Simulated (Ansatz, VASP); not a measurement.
# Mg3Se in VASP and in Ansatz

```
Mg Se
1.0
     5.86051    0.00000    0.00000
     0.00000    5.86051    0.00000
     0.00000    0.00000    2.94440
Mg Se
3 1
Direct
  0.00000 0.50000 0.00000
  0.50000 0.00000 0.00000
  0.00000 0.00000 0.00000
  0.50000 0.50000 0.00000
```

Alike in both runs: functional PBE; k mesh 8 × 8 × 16; occupations gaussian, width 0.1 eV; no spin polarisation.

Ansatz relaxed the structure, and its values are those at the end. VASP's run is a single point on that final structure, the one shown.

```csv
,VASP,Ansatz
version,VASP 6.6.1,Ansatz 0.2.0
potentials or method,"VASP PAW PBE potentials, release 64 (Mg, Se)","scalar-relativistic, plane waves, PAW"
plane-wave cutoff (eV),520,420
valence electrons in the cell,12,46
```

|  | VASP | Ansatz | Ansatz less VASP |
| --- | --- | --- | --- |
| gap on the k mesh at the Fermi level (eV) | none | none | - |
| pressure (GPa) | -0.1 | 0.0 | +0.06 |

A gap of «none» marks a metal or a gap that the smearing closes. The functional is the same, so the differences come from potentials, cutoffs and numerics. The two sets of potentials don't hold the same shells in valence.
